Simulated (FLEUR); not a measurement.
# C (Fd-3m) in FLEUR: notebook, part 2 of 2

FLEUR MaX-R8.1 (later development tree). The steps go on from the part before.

## 3. Equation of state, SCAN, 5.33 Å³/atom (volume scaled by 0.94)

inp.xml

```xml
<?xml version="1.0" encoding="UTF-8" standalone="no"?>
<fleurInput fleurInputVersion="0.39">
   <comment>
      C                                                                                                   
   </comment>
   <calculationSetup>
      <cutoffs Kmax="5.5" Gmax="17.0" GmaxXC="17.0" numbands="0"/>
      <scfLoop itmax="80" minDistance="0.0001" maxIterBroyd="30" imix="Anderson" alpha="0.05" precondParam="0.0" spinf="2.0" sdNocoIR="T"/>
      <coreElectrons ctail="F" frcor="F" kcrel="0" coretail_lmax="0"/>
      <xcFunctional name="LibXC" relativisticCorrections="F">
         <LibXCName exchange="mgga_x_scan" correlation="mgga_c_scan"/>
         <AuxGGA exchange="117" correlation="130"/>
      </xcFunctional>
      <magnetism jspins="1"/>
      <soc l_soc="F" theta="0.0" phi="0.0" spav="F"/>
      <expertModes spex="0" secvar="F"/>
      <geometryOptimization l_f="F" forcealpha="1.0" forcemix="BFGS" epsdisp="0.00001" epsforce="0.00001"/>
      <ldaU l_linMix="F" mixParam="0.05" spinf="1.0"/>
   </calculationSetup>
   <cell>
      <bzIntegration valenceElectrons="8.0" mode="hist" fermiSmearingEnergy="0.00183747">
         <kPointListSelection listName="default-1"/>
         <!-- k-points included here -->
         <xi:include xmlns:xi="http://www.w3.org/2001/XInclude" href="kpts.xml"> </xi:include>
      </bzIntegration>
      <!-- symmetry operations included here -->
      <xi:include xmlns:xi="http://www.w3.org/2001/XInclude" href="sym.xml"> </xi:include>
      <bulkLattice scale="0.9795861087">
         <bravaisMatrix>
            <row-1>    0.0000000000000000     3.3700808788279017     3.3700808788279017</row-1>
            <row-2>    3.3700808788279017     0.0000000000000000     3.3700808788279017</row-2>
            <row-3>    3.3700808788279017     3.3700808788279017     0.0000000000000000</row-3>
         </bravaisMatrix>
      </bulkLattice>
   </cell>
   <atomSpecies>
      <species name="Carbon (C)" element="C" atomicNumber="6">
         <mtSphere radius="1.31" gridPoints="447" logIncrement="0.023"/>
         <atomicCutoffs lmax="8" lnonsphr="8"/>
         <electronConfig flipSpins="F">
            <coreConfig>(1s1/2)</coreConfig>
            <valenceConfig>(2s1/2) (2p1/2) (2p3/2)</valenceConfig>
            <stateOccupation state="(2p1/2)" spinUp="0.333333" spinDown="0.333333"/>
            <stateOccupation state="(2p3/2)" spinUp="0.666667" spinDown="0.666667"/>
         </electronConfig>
         <energyParameters s="2" p="2" d="3" f="4"/>
         <lo type="SCLO" l="0" n="2" eDeriv="2"/>
         <lo type="SCLO" l="1" n="2" eDeriv="2"/>
         <lo type="SCLO" l="2" n="3" eDeriv="2"/>
      </species>
   </atomSpecies>
   <atomGroups>
      <atomGroup species="Carbon (C)">
         <relPos label="                   1">-3.000/8.000 -3.000/8.000 -3.000/8.000</relPos>
         <relPos label="                   2">3.000/8.000 3.000/8.000 3.000/8.000</relPos>
         <force calculate="T" relaxXYZ="TTT"/>
      </atomGroup>
   </atomGroups>
   <output dos="F" band="F" slice="F">
      <checks vchk="F" cdinf="F"/>
      <bandDOS minEnergy="-.5*Htr" maxEnergy="0.5*Htr" sigma="0.015" storeEVData="T"/>
      <vacuumDOS vacdos="F" integ="F" star="F" nstars="0" locx1="0.0" locy1="0.0" locx2="0.0" locy2="0.0" nstm="0" tworkf="0.0"/>
      <unfoldingBand unfoldBand="F" supercellX="1" supercellY="1" supercellZ="1"/>
      <plotting iplot="0" polar="F">
         <plot TwoD="T" vec1="  1.0  0.0  0.0" vec2="  0.0  1.0  0.0" vec3="  0.0  0.0  1.0" zero="  0.0  0.0  0.0" file="plot"/>
      </plotting>
      <chargeDensitySlicing numkpt="0" minEigenval="0.0" maxEigenval="0.0" nnne="0" pallst="F"/>
      <specialOutput eonly="F"/>
      <moessbauerParams electricFieldGradient="T" isomerShift="T" coreHyperfine="T" valenceHyperfine="T"/>
      <magneticCircularDichroism mcd="F" energyLo="-10.0" energyUp="0.0"/>
   </output>
  <!-- We include the file relax.xml here to enable relaxations (see documentation) -->
  <xi:include xmlns:xi="http://www.w3.org/2001/XInclude" href="relax.xml"> <xi:fallback/> </xi:include>
</fleurInput>
```

Potentials or basis: all-electron, FLAPW.

Command:

```bash
inpgen -f crystal.txt -profile fastHighL
# inp.xml edited to the form shown
fleur_MPI
```

The log of the run:

```text
Welcome to FLEUR        (www.flapw.de)
      MaX-Release 8.1          (www.max-centre.eu)
 func_ids         267         263         267         263
 MetaGGA potential functional detected - V_tau will be computed
 Auxiliary Potential for radial basis: exchange=         117  correlation=         130
The functional 'SCAN exchange of Sun, Ruzsinszky, and Perdew' is an exchange functional, it belongs to the 'MGGA' family and is defined in the reference(s):
[1] J. Sun, A. Ruzsinszky, and J. P. Perdew.,  Phys. Rev. Lett. 115, 036402 (2015)
The functional 'SCAN correlation of Sun, Ruzsinszky, and Perdew' is a correlation functional, it belongs to the 'MGGA' family and is defined in the reference(s):
[1] J. Sun, A. Ruzsinszky, and J. P. Perdew.,  Phys. Rev. Lett. 115, 036402 (2015)
 Using same functional for VXC and EXC

 ========== k-point set info ==========
 Selected k-point list: default-1
 k-point list type: mesh
[... 33 lines left out ...]
[1] J. P. Perdew, K. Burke, and M. Ernzerhof.,  Phys. Rev. Lett. 77, 3865 (1996)
[2] J. P. Perdew, K. Burke, and M. Ernzerhof.,  Phys. Rev. Lett. 78, 1396 (1997)
 Using same functional for VXC and EXC
 Iteration:     3   Distance:      22.72140567 me/bohr^3
The functional 'Hammer, Hansen, and Norskov' is an exchange functional, it belongs to the 'GGA' family and is defined in the reference(s):
[1] B. Hammer, L. B. Hansen, and J. K. Nørskov.,  Phys. Rev. B 59, 7413 (1999)
[... 47 lines left out ...]
The functional 'Hammer, Hansen, and Norskov' is an exchange functional, it belongs to the 'GGA' family and is defined in the reference(s):
[1] B. Hammer, L. B. Hansen, and J. K. Nørskov.,  Phys. Rev. B 59, 7413 (1999)
The functional 'Perdew, Burke & Ernzerhof' is a correlation functional, it belongs to the 'GGA' family and is defined in the reference(s):
[1] J. P. Perdew, K. Burke, and M. Ernzerhof.,  Phys. Rev. Lett. 77, 3865 (1996)
[2] J. P. Perdew, K. Burke, and M. Ernzerhof.,  Phys. Rev. Lett. 78, 1396 (1997)
 Using same functional for VXC and EXC
 Iteration:    11   Distance:       0.00163915 me/bohr^3
The functional 'Hammer, Hansen, and Norskov' is an exchange functional, it belongs to the 'GGA' family and is defined in the reference(s):
[1] B. Hammer, L. B. Hansen, and J. K. Nørskov.,  Phys. Rev. B 59, 7413 (1999)
The functional 'Perdew, Burke & Ernzerhof' is a correlation functional, it belongs to the 'GGA' family and is defined in the reference(s):
[1] J. P. Perdew, K. Burke, and M. Ernzerhof.,  Phys. Rev. Lett. 77, 3865 (1996)
[2] J. P. Perdew, K. Burke, and M. Ernzerhof.,  Phys. Rev. Lett. 78, 1396 (1997)
 Using same functional for VXC and EXC
 Iteration:    12   Distance:       0.00009672 me/bohr^3

 ********************************************************************
 Run finished successfully
 Stop message:
   all done
 ********************************************************************
```

out.xml (last iteration):

```text
<iteration numberForCurrentRun="   12" overallNumber="   12">
         <energyParameters units="Htr">
            <atomicEP atomType="1" spin="1" branch="2s" branchLowest="-9.28" branchHighest="3.11" value="-0.2866676678"/>
            <atomicEP atomType="1" spin="1" branch="2p" branchLowest="-9.99" branchHighest="2.57" value="-0.0951210410"/>
            <atomicEP atomType="1" spin="1" branch="3d" branchLowest="-9.99" branchHighest="7.43" value="0.1044837322"/>
[... 65 lines left out ...]
            </atomTypeDependentContributions>
            <tkbTimesEntropy value="0.0000000000"/>
            <freeEnergy value="-76.2635327941"/>
            <extrapolationTo0K value="-76.2635327941"/>
         </totalEnergy>
         <densityConvergence units="me/bohr^3">
            <chargeDensity spin="1" distance="0.0000967154"/>
         </densityConvergence>
      </iteration>
```

It took 17 s on 1 thread of Arm Neoverse V1, shared host; peak memory 0.08 GiB.

What came out:

```
Free energy                                           : -2075.2364 eV
Band gap on the k mesh                                : 4.65 eV, indirect (least direct gap 6.32 eV)
Valence electrons inside the program's atomic spheres : C 2.01 (radii C 1.31 bohr)
```

Caveat: the meta-GGA is that of a development version, with a GGA for the radial functions and cores and without core tails; an odd mesh through Γ misses points on the zone boundary, where band edges often lie.

## 4. Equation of state, SCAN, 5.44 Å³/atom (volume scaled by 0.96)

inp.xml: that of step 3 with these lines changed.

```diff
@@ -27,3 +27,3 @@
       <xi:include xmlns:xi="http://www.w3.org/2001/XInclude" href="sym.xml"> </xi:include>
-      <bulkLattice scale="0.9795861087">
+      <bulkLattice scale="0.9864848297">
          <bravaisMatrix>
```

Command:

```bash
inpgen -f crystal.txt -profile fastHighL
# inp.xml edited to the form shown
fleur_MPI
```

Wall time 19 s (1 thread of Arm Neoverse V1, shared host); peak memory 0.09 GiB.

Results (log left out):

```yaml
Free_energy: -2075.2645 eV
Band_gap_on_the_k_mesh: 4.60 eV, indirect (least direct gap 6.26 eV)
Valence_electrons_inside_the_program's_atomic_spheres: C 1.99 (radii C 1.31 bohr)
```

Caveat: the meta-GGA is that of a development version, with a GGA for the radial functions and cores and without core tails; an odd mesh through Γ misses points on the zone boundary, where band edges often lie.

## 5. Equation of state, SCAN, 5.67 Å³/atom

inp.xml: that of step 4 with these lines changed.

```diff
@@ -27,3 +27,3 @@
       <xi:include xmlns:xi="http://www.w3.org/2001/XInclude" href="sym.xml"> </xi:include>
-      <bulkLattice scale="0.9864848297">
+      <bulkLattice scale="1.0000000000">
          <bravaisMatrix>
```

Command:

```bash
inpgen -f crystal.txt -profile fastHighL
# inp.xml edited to the form shown
fleur_MPI
```

Wall time 20 s (1 thread of Arm Neoverse V1, shared host); peak memory 0.09 GiB.

It converged, with:

| Item | Value |
| --- | --- |
| Free energy | -2075.2760 eV |
| Band gap on the k mesh | 4.51 eV, indirect (least direct gap 6.14 eV) |
| Valence electrons inside the program's atomic spheres | C 1.95 (radii C 1.31 bohr) |

Caveat: the meta-GGA is that of a development version, with a GGA for the radial functions and cores and without core tails; an odd mesh through Γ misses points on the zone boundary, where band edges often lie.

## 6. Equation of state, SCAN, 5.90 Å³/atom (volume scaled by 1.04)

inp.xml: that of step 5 with these lines changed.

```diff
@@ -27,3 +27,3 @@
       <xi:include xmlns:xi="http://www.w3.org/2001/XInclude" href="sym.xml"> </xi:include>
-      <bulkLattice scale="1.0000000000">
+      <bulkLattice scale="1.0131594038">
          <bravaisMatrix>
```

Potentials or basis: all-electron, FLAPW.

Command:

```bash
inpgen -f crystal.txt -profile fastHighL
# inp.xml edited to the form shown
fleur_MPI
```

Wall time 21 s (1 thread of Arm Neoverse V1, shared host); peak memory 0.09 GiB.

It converged, with:

```
Free energy                                           : -2075.2376 eV
Band gap on the k mesh                                : 4.43 eV, indirect (least direct gap 6.02 eV)
Valence electrons inside the program's atomic spheres : C 1.92 (radii C 1.31 bohr)
```

Caveat: the meta-GGA is that of a development version, with a GGA for the radial functions and cores and without core tails; an odd mesh through Γ misses points on the zone boundary, where band edges often lie.

## 7. Equation of state, SCAN, 6.01 Å³/atom (volume scaled by 1.06)

inp.xml: that of step 6 with these lines changed.

```diff
@@ -27,3 +27,3 @@
       <xi:include xmlns:xi="http://www.w3.org/2001/XInclude" href="sym.xml"> </xi:include>
-      <bulkLattice scale="1.0131594038">
+      <bulkLattice scale="1.0196128224">
          <bravaisMatrix>
```

Command:

```bash
inpgen -f crystal.txt -profile fastHighL
# inp.xml edited to the form shown
fleur_MPI
```

It took 22 s on 1 thread of Arm Neoverse V1, shared host; peak memory 0.09 GiB.

Results (log left out):

```yaml
Free_energy: -2075.2026 eV
Band_gap_on_the_k_mesh: 4.39 eV, indirect (least direct gap 5.97 eV)
Valence_electrons_inside_the_program's_atomic_spheres: C 1.90 (radii C 1.31 bohr)
```

Caveat: the meta-GGA is that of a development version, with a GGA for the radial functions and cores and without core tails; an odd mesh through Γ misses points on the zone boundary, where band edges often lie.

## 8. Equation of state, SCAN

This step only gathers the single runs of the series.

Results:

```
Equilibrium volume : 5.60 Å³/atom
Bulk modulus       : 462 GPa
```

Energy against volume, from the lowest point:
```tsv
volume (Å³/atom)	energy (meV/atom)
5.332	19.77
5.445	5.75
5.672	0.00
5.899	19.19
6.012	36.69
```

Caveat: the meta-GGA is that of a development version, with a GGA for the radial functions and cores and without core tails.

## 9. Comparison with measurements

Step 8. A measured bulk modulus of C is 442 GPa (quoted in “Equation of state of cubic boron nitride at high pressures and temperatures”, 2007, arxiv:cond-mat/0702656); the calculated 462 GPa misses it by +4.5 %. 3 values of this kind are on record (442 to 444.8 GPa); this one was drawn at random among those near their median, those with a stated uncertainty first. The fit is for a static lattice scaled at fixed shape and fixed fractional positions. The cell as given is a measured one (5.67 Å³/atom); SCAN puts the equilibrium volume -1.2 % from it, thermal expansion not counted.
